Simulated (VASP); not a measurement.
# Si36W17 (a cell with a defect) in VASP: relaxation of the atoms with PBE

Aim: the relaxation of the atoms of Si36W17 (a cell with a defect) with PBE.

Everything below comes from runs of VASP 6.6.1. Logs are shortened: lines on timing, memory, paths and dates and some standing lists are left out, and cuts for length are marked.

## (1) The crystal as given

The cell holds a defect, 53 atoms: a = 9.641 Å, b = 9.641 Å, c = 7.830 Å, α = 90.00°, β = 90.00°, γ = 90.00°.

## (2) Relaxation of the atoms, PBE

The input, INCAR:

```
PREC = Accurate
ENCUT = 520
EDIFF = 1E-6
ISMEAR = 1
SIGMA = 0.1
LREAL = False
LASPH = True
NELM = 60
ALGO = Normal
ISIF = 2
LWAVE = False
LCHARG = False
GGA = PE
IBRION = 2
NSW = 40
EDIFFG = -0.02
```

The input, KPOINTS:

```
regular mesh
0
Gamma
  3 3 3
```

The input, POSCAR:

```
Si36W17
1.0
    9.6414000000      0.0000000000      0.0000000000
    0.0000000000      9.6414000000      0.0000000000
    0.0000000000      0.0000000000      7.8299000000
Si W
36 17
Direct
    1.0000000000      0.0000000000      0.3347000000
    0.3333333333      0.0000000000      0.3347000000
    0.6666666667      0.0000000000      0.3347000000
    0.0000000000      0.3333333333      0.3347000000
    0.1666666667      0.1666666667      0.8347000000
    0.3333333333      0.3333333333      0.3347000000
    0.5000000000      0.1666666667      0.8347000000
    0.6666666667      0.3333333333      0.3347000000
    0.8333333333      0.1666666667      0.8347000000
    0.0000000000      0.6666666667      0.3347000000
    0.1666666667      0.5000000000      0.8347000000
    0.3333333333      0.6666666667      0.3347000000
    0.5000000000      0.5000000000      0.8347000000
    0.6666666667      0.6666666667      0.3347000000
    0.8333333333      0.5000000000      0.8347000000
    0.1666666667      0.8333333333      0.8347000000
    0.5000000000      0.8333333333      0.8347000000
    0.8333333333      0.8333333333      0.8347000000
    1.0000000000      0.0000000000      0.6653000000
    0.3333333333      0.0000000000      0.6653000000
    0.6666666667      1.0000000000      0.6653000000
    0.0000000000      0.3333333333      0.6653000000
    0.1666666667      0.1666666667      0.1653000000
    0.3333333333      0.3333333333      0.6653000000
    0.5000000000      0.1666666667      0.1653000000
    0.6666666667      0.3333333333      0.6653000000
    0.8333333333      0.1666666667      0.1653000000
    1.0000000000      0.6666666667      0.6653000000
    0.1666666667      0.5000000000      0.1653000000
    0.3333333333      0.6666666667      0.6653000000
    0.5000000000      0.5000000000      0.1653000000
    0.6666666667      0.6666666667      0.6653000000
    0.8333333333      0.5000000000      0.1653000000
    0.1666666667      0.8333333333      0.1653000000
    0.5000000000      0.8333333333      0.1653000000
    0.8333333333      0.8333333333      0.1653000000
    0.3333333333      0.0000000000      0.0000000000
    0.6666666667      0.0000000000      0.0000000000
    0.0000000000      0.3333333333      0.0000000000
    0.1666666667      0.1666666667      0.5000000000
    0.3333333333      0.3333333333      0.0000000000
    0.5000000000      0.1666666667      0.5000000000
    0.6666666667      0.3333333333      0.0000000000
    0.8333333333      0.1666666667      0.5000000000
    0.0000000000      0.6666666667      0.0000000000
    0.1666666667      0.5000000000      0.5000000000
    0.3333333333      0.6666666667      0.0000000000
    0.5000000000      0.5000000000      0.5000000000
    0.6666666667      0.6666666667      0.0000000000
    0.8333333333      0.5000000000      0.5000000000
    0.1666666667      0.8333333333      0.5000000000
    0.5000000000      0.8333333333      0.5000000000
    0.8333333333      0.8333333333      0.5000000000
```

Potentials or basis: VASP PAW PBE potentials, release 64 (Si, W_sv).

The run is started by

```bash
$ cat potpaw_PBE.64/Si/POTCAR potpaw_PBE.64/W_sv/POTCAR > POTCAR
$ mpirun -np 8 vasp_std > vasp.out
```

OUTCAR:

```text
PREC = Accurate
   ENCUT = 520
   EDIFF = 1E-6
   ISMEAR = 1
   LREAL = False
   LASPH = True
   NELM = 60
   ISIF = 2
   GGA = PE
   IBRION = 2
   NSW = 40
   EDIFFG = -0.02

 ion  position               nearest neighbor table
   1  0.000  0.000  0.335-  19 2.59  40 2.62  44 2.62  51 2.62  53 2.62  23 2.63  27 2.63  34 2.63
                            36 2.63
   2  0.333  0.000  0.335-  20 2.59  40 2.62  51 2.62  42 2.62  52 2.62  37 2.62  34 2.63  23 2.63
                            35 2.63  25 2.63
   3  0.667  0.000  0.335-  21 2.59  44 2.62  53 2.62  52 2.62  42 2.62  38 2.62  36 2.63  27 2.63
                            25 2.63  35 2.63
   4  0.000  0.333  0.335-  22 2.59  40 2.62  44 2.62  46 2.62  50 2.62  39 2.62  27 2.63  23 2.63
                            33 2.63  29 2.63
   5  0.167  0.167  0.835-  23 2.59  41 2.62  39 2.62  37 2.62  40 2.62  24 2.63  20 2.63  22 2.63
                            19 2.63
   6  0.333  0.333  0.335-  24 2.59  40 2.62  42 2.62  46 2.62  48 2.62  41 2.62  23 2.63  29 2.63
                            25 2.63  31 2.63
   7  0.500  0.167  0.835-  25 2.59  41 2.62  43 2.62  37 2.62  38 2.62  42 2.62  26 2.63  24 2.63
                            20 2.63  21 2.63
   8  0.667  0.333  0.335-  26 2.59  44 2.62  42 2.62  50 2.62  48 2.62  43 2.62  27 2.63  33 2.63
                            25 2.63  31 2.63
   9  0.833  0.167  0.835-  27 2.59  43 2.62  39 2.62  38 2.62  44 2.62  26 2.63  21 2.63  22 2.63
[... 75 lines left out ...]
  47  0.333  0.667  0.000-  16 2.62  34 2.62  17 2.62  29 2.62  11 2.62  35 2.62  13 2.62  31 2.62
                            30 2.62  12 2.62  37 3.21  45 3.21  41 3.21  49 3.21
  48  0.500  0.500  0.500-   6 2.62   8 2.62  12 2.62  14 2.62  24 2.62  26 2.62  30 2.62  32 2.62
                            31 2.62  13 2.62  42 3.21  46 3.21  50 3.21  52 3.21
  49  0.667  0.667  0.000-  18 2.62  36 2.62  15 2.62  33 2.62  35 2.62  17 2.62  31 2.62  13 2.62
                            32 2.62  14 2.62  38 3.21  45 3.21  43 3.21  47 3.21
  50  0.833  0.500  0.500-   8 2.62  14 2.62  26 2.62  32 2.62  22 2.62  10 2.62  28 2.62   4 2.62
                            15 2.62  33 2.62  44 3.21  48 3.21  53 3.21  46 3.21
  51  0.167  0.833  0.500-  12 2.62  30 2.62   2 2.62  20 2.62  28 2.62  10 2.62  19 2.62   1 2.62
                            16 2.62  34 2.62  46 3.21  52 3.21  40 3.21  53 3.21
  52  0.500  0.833  0.500-  12 2.62  14 2.62  30 2.62  32 2.62  20 2.62  21 2.62   2 2.62   3 2.62
                            17 2.62  35 2.62  48 3.21  51 3.21  53 3.21  42 3.21
  53  0.833  0.833  0.500-  14 2.62  32 2.62   3 2.62  21 2.62  28 2.62  10 2.62  19 2.62   1 2.62
                            18 2.62  36 2.62  50 3.21  52 3.21  51 3.21  44 3.21

  LATTYP: Found a simple tetragonal cell.
 ALAT       =     9.6414000000
 C/A-ratio  =     0.8121123488

  Lattice vectors:

 A1 = (   9.6414000000,   0.0000000000,   0.0000000000)
 A2 = (   0.0000000000,   9.6414000000,   0.0000000000)
 A3 = (   0.0000000000,   0.0000000000,   7.8299000000)

Analysis of symmetry for initial positions (statically):
=====================================================================
 Subroutine PRICEL returns:
 Original cell was already a primitive cell.

 Routine SETGRP: Setting up the symmetry group for a
 simple tetragonal supercell.

 Subroutine GETGRP returns: Found 16 space group operations
 (whereof 16 operations were pure point group operations)
 out of a pool of 16 trial point group operations.

The static configuration has the point symmetry D_4h.

Analysis of symmetry for dynamics (positions and initial velocities):
=====================================================================
 Subroutine PRICEL returns:
 Original cell was already a primitive cell.

 Routine SETGRP: Setting up the symmetry group for a
 simple tetragonal supercell.

 Subroutine GETGRP returns: Found 16 space group operations
 (whereof 16 operations were pure point group operations)
 out of a pool of 16 trial point group operations.

The dynamic configuration has the point symmetry D_4h.

 Subroutine INISYM returns: Found 16 space group operations
 (whereof 16 operations are pure point group operations),
 and found     1 'primitive' translations

----------------------------------------------------------------------------------------

                                     Primitive cell

  volume of cell :     727.8408

  direct lattice vectors                    reciprocal lattice vectors
     9.641400000  0.000000000  0.000000000     0.103719377  0.000000000  0.000000000
     0.000000000  9.641400000  0.000000000     0.000000000  0.103719377  0.000000000
[... 133 lines left out ...]

  Shift w.r.t. Gamma in fractional coordinates (k-lattice)
     0.000000000  0.000000000  0.000000000

 Subroutine IBZKPT returns following result:
 ===========================================

 Found      6 irreducible k-points:

 Following reciprocal coordinates:
            Coordinates               Weight
  0.000000  0.000000  0.000000      1.000000
  0.333333  0.000000  0.000000      4.000000
  0.333333  0.333333  0.000000      4.000000
  0.000000  0.000000  0.333333      2.000000
  0.333333  0.000000  0.333333      8.000000
  0.333333  0.333333  0.333333      8.000000
   k-points           NKPTS =      6   k-points in BZ     NKDIM =      6   number of bands    NBANDS=    232
   number of dos      NEDOS =    301   number of ions     NIONS =     53
   total plane-waves  NPLWV = 311040
   dimension x,y,z NGX =    72 NGY =   72 NGZ =   60
   dimension x,y,z NGXF=   144 NGYF=  144 NGZF=  120
   ions per type =              36  17
   NGX,Y,Z   is equivalent  to a cutoff of  12.41, 12.41, 12.74 a.u.
   NGXF,Y,Z  is equivalent  to a cutoff of  24.83, 24.83, 25.48 a.u.
 SYSTEM =  unknown system
   PREC   = accura    normal or accurate (medium, high low for compatibility)
   ISTART =      0    job   : 0-new  1-cont  2-samecut
   ICHARG =      2    charge: 1-file 2-atom 10-const
   ISPIN  =      1    spin polarized calculation?
   LNONCOLLINEAR =      F non collinear calculations
   LSORBIT =      F    spin-orbit coupling
   LASPH  =      T    aspherical Exc in radial PAW
   ENCUT  =  520.0 eV  38.22 Ry    6.18 a.u.  17.93 17.93 14.56*2*pi/ulx,y,z
   NELM   =     60;   NELMIN=  2; NELMDL= -5     # of ELM steps
   EDIFF  = 0.1E-05   stopping-criterion for ELM
   LREAL  =      F    real-space projection
   EDIFFG = -.2E-01   stopping-criterion for IOM
   NSW    =     40    number of steps for IOM
   IBRION =      2    ionic relax: 0-MD 1-quasi-New 2-CG
   NFREE  =      1    steps in history (QN), initial steepest desc. (CG)
   ISIF   =      2    stress and relaxation
   ISYM   =      2    0-nonsym 1-usesym 2-fastsym
   POTIM  = 0.5000    time-step for ionic-motion
   TEBEG  =    0.0;   TEEND  =   0.0 temperature during run
   PSTRESS=    0.0 pullay stress
   NELECT =     382.0000    total number of electrons
   NUPDOWN=      -1.0000    fix difference up-down
   EMIN   =  10.00;   EMAX   =-10.00  energy-range for DOS
   EFERMI =   0.00;   METHOD = LEGACY
   ISMEAR =     1;   SIGMA  =   0.10  broadening in eV -4-tet -1-fermi 0-gaus
   EFERMI_NEDOS =   21; number of points for ismear=-14 and -15
   IALGO  =     38    algorithm
   IMIX   =      4    mixing-type and parameters
     AMIX     =   0.40;   BMIX     =  1.00
     AMIX_MAG =   1.60;   BMIX_MAG =  1.00
  volume/ion in A,a.u.               =      13.73        92.67
  Fermi-wavevector in a.u.,A,eV,Ry     =   1.320537  2.495453 23.726073  1.743817
  Thomas-Fermi vector in A             =   2.450356
   LORBIT       =      0    0 simple, 1 ext, 2 COOP (PROOUT), +10 PAW based schemes
   GGA     = PE    functional components
   LHFCALC =     F    Hartree Fock is set to
   AEXX    =    0.0000 exact exchange contribution
   IVDW    =     0    specifies the selected vdW correction
   LEPSILON=     F    determine dielectric tensor
   LRPA    =     F    only Hartree local field effects (RPA)
 conjugate gradient relaxation of ions
 non-spin polarized calculation
 Methfessel and Paxton  Order N= 1 SIGMA  =   0.10
  energy-cutoff  :      520.00
  volume of cell :      727.84
 maximum number of plane-waves:     19636
 NGX is ok and might be reduce to    72
   NGX = 35   NGY = 35   NGZ = 29

--------------------------------------- Ionic step        1  -------------------------------------------

 number of electron     381.9999999 magnetization

 Free energy of the ion-electron system (eV)
  ---------------------------------------------------
  ext. energy  EPLUGINS =         0.00000000
  ---------------------------------------------------
  free energy    TOTEN  =      -430.41145645 eV

  energy without entropy =     -430.41217838  energy(sigma->0) =     -430.41169709

------------------------ aborting loop because EDIFF is reached ----------------------------------------

  FORCE on cell =-STRESS in cart. coord.  units (eV):
  Direction    XX          YY          ZZ          XY          YZ          ZX
  --------------------------------------------------------------------------------------
  -------------------------------------------------------------------------------------
  Total       10.3307476     10.3307476     16.9438376      0.0000000      0.0000000     -0.0000000
  in kB       22.7408092     22.7408092     37.2980343      0.0000000      0.0000000     -0.0000000
  external PRESSURE =      27.5932176 kB  Pullay stress =       0.0000000 kB
[... 596 lines left out ...]
--------------------------------------- Ionic step        8  -------------------------------------------

 number of electron     381.9999990 magnetization

 Free energy of the ion-electron system (eV)
  ---------------------------------------------------
  ext. energy  EPLUGINS =         0.00000000
  ---------------------------------------------------
  free energy    TOTEN  =      -430.63373163 eV

  energy without entropy =     -430.62989004  energy(sigma->0) =     -430.63245110

 E-fermi :  11.4615     XC(G=0): -12.3777

 val. band max:       11.4392298290   @ k =   0.0000   0.0000   0.0000
 cond. band min:      11.4636417007   @ k =   0.0000   0.0000   0.0000
 fundamental gap:      0.0244118717
 Fermi energy:        11.4615325288

 k-point     1 :       0.0000    0.0000    0.0000
  band No.  band energies     occupation
      1     -62.3343      2.00000
      2     -62.3303      2.00000
      3     -62.3303      2.00000
      4     -62.3262      2.00000
      5     -62.2469      2.00000
      6     -62.2372      2.00000
[... 1225 lines left out ...]
    202      12.9534     -0.00000
    203      12.9790     -0.00000
 [bands above 203 left out]

------------------------ aborting loop because EDIFF is reached ----------------------------------------

  FORCE on cell =-STRESS in cart. coord.  units (eV):
  Direction    XX          YY          ZZ          XY          YZ          ZX
  --------------------------------------------------------------------------------------
  -------------------------------------------------------------------------------------
  Total        7.8026823      7.8026823     15.2863313      0.0000000      0.0000000      0.0000000
  in kB       17.1758440     17.1758440     33.6494084      0.0000000      0.0000000      0.0000000
  external PRESSURE =      22.6670321 kB  Pullay stress =       0.0000000 kB
[... 68 lines left out ...]
  FREE ENERGIE OF THE ION-ELECTRON SYSTEM (eV)
  ---------------------------------------------------
  free  energy   TOTEN  =      -430.6337316271 eV

  energy  without entropy=     -430.6298900361  energy(sigma->0) =     -430.63245110

 reached required accuracy - stopping structural energy minimisation
```

Run time: 15 min. Hardware: 8 MPI ranks of AMD EPYC 9R45 (Zen 5), shared host; peak memory 0.3 GiB.

Results:

```
Free energy                  : -430.6337 eV
Energy gained by relaxing    : 4.2 meV/atom
Ionic steps                  : 8
Pressure after relaxing      : 2.3 GPa
Largest force after relaxing : 0.015 eV/Å
Band gap on the k mesh       : none (metal or under the smearing width)
```

Forces on the atoms (eV/Å):
```
Si   0.000  0.000  0.011
Si   0.006  0.000 -0.003
Si  -0.006  0.000 -0.003
Si   0.000  0.006 -0.003
Si  -0.005 -0.005 -0.001
Si   0.003  0.003 -0.005
Si   0.000 -0.006  0.006
Si  -0.003  0.003 -0.005
Si   0.005 -0.005 -0.001
Si   0.000 -0.006 -0.003
Si  -0.006  0.000  0.006
Si   0.003 -0.003 -0.005
Si   0.000  0.000  0.004
Si  -0.003 -0.003 -0.005
Si   0.006  0.000  0.006
Si  -0.005  0.005 -0.001
Si   0.000  0.006  0.006
Si   0.005  0.005 -0.001
Si   0.000  0.000 -0.011
Si   0.006  0.000  0.003
Si  -0.006  0.000  0.003
Si   0.000  0.006  0.003
Si  -0.005 -0.005  0.001
Si   0.003  0.003  0.005
Si   0.000 -0.006 -0.006
Si  -0.003  0.003  0.005
Si   0.005 -0.005  0.001
Si   0.000 -0.006  0.003
Si  -0.006  0.000 -0.006
Si   0.003 -0.003  0.005
Si   0.000  0.000 -0.004
Si  -0.003 -0.003  0.005
Si   0.006  0.000 -0.006
Si  -0.005  0.005  0.001
Si   0.000  0.006 -0.006
Si   0.005  0.005  0.001
W    0.003  0.000  0.000
W   -0.003  0.000  0.000
W    0.000  0.003  0.000
W    0.011  0.011  0.000
W   -0.005 -0.005  0.000
W    0.000  0.001  0.000
W    0.005 -0.005  0.000
W   -0.011  0.011  0.000
W    0.000 -0.003  0.000
W    0.001  0.000  0.000
W   -0.005  0.005  0.000
W    0.000  0.000  0.000
W    0.005  0.005  0.000
W   -0.001  0.000  0.000
W    0.011 -0.011  0.000
W    0.000 -0.001  0.000
W   -0.011 -0.011  0.000
```

Step by step:
| step | energy change (eV) | largest force (eV/Å) | pressure (GPa) |
| --- | --- | --- | --- |
| 1 | 0.0000 | 0.6402 | 2.76 |
| 2 | -0.1590 | 0.3096 | 2.50 |
| 3 | -0.1871 | 0.3152 | 2.37 |
| 4 | -0.2135 | 0.1149 | 2.30 |
| 5 | -0.2135 | 0.1163 | 2.29 |
| 6 | -0.2213 | 0.0321 | 2.28 |
| 7 | -0.2214 | 0.0375 | 2.28 |
| 8 | -0.2223 | 0.0153 | 2.27 |

Final structure:
```
Si W
1.0
     9.64140    0.00000    0.00000
     0.00000    9.64140    0.00000
     0.00000    0.00000    7.82990
Si W
36 17
Cartesian
  0.0000 0.0000 2.6127
  3.2205 0.0000 2.6106
  6.4209 0.0000 2.6106
  0.0000 3.2205 2.6106
  1.5662 1.5662 6.5719
  3.1995 3.1995 2.6098
  4.8207 1.6273 6.5244
  6.4419 3.1995 2.6098
  8.0752 1.5662 6.5719
  0.0000 6.4209 2.6106
  1.6273 4.8207 6.5244
  3.1995 6.4419 2.6098
  4.8207 4.8207 6.5364
  6.4419 6.4419 2.6098
  8.0141 4.8207 6.5244
  1.5662 8.0752 6.5719
  4.8207 8.0141 6.5244
  8.0752 8.0752 6.5719
  0.0000 0.0000 5.2172
  3.2205 0.0000 5.2193
  6.4209 0.0000 5.2193
  0.0000 3.2205 5.2193
  1.5662 1.5662 1.2580
  3.1995 3.1995 5.2201
  4.8207 1.6273 1.3055
  6.4419 3.1995 5.2201
  8.0752 1.5662 1.2580
  0.0000 6.4209 5.2193
  1.6273 4.8207 1.3055
  3.1995 6.4419 5.2201
  4.8207 4.8207 1.2935
  6.4419 6.4419 5.2201
  8.0141 4.8207 1.3055
  1.5662 8.0752 1.2580
  4.8207 8.0141 1.3055
  8.0752 8.0752 1.2580
  3.2211 0.0000 0.0000
  6.4203 0.0000 0.0000
  0.0000 3.2211 0.0000
  1.5982 1.5982 3.9150
  3.2153 3.2153 0.0000
  4.8207 1.6100 3.9150
  6.4261 3.2153 0.0000
  8.0432 1.5982 3.9150
  0.0000 6.4203 0.0000
  1.6100 4.8207 3.9150
  3.2153 6.4261 0.0000
  4.8207 4.8207 3.9150
  6.4261 6.4261 0.0000
  8.0314 4.8207 3.9150
  1.5982 8.0432 3.9150
  4.8207 8.0314 3.9150
  8.0432 8.0432 3.9150
```
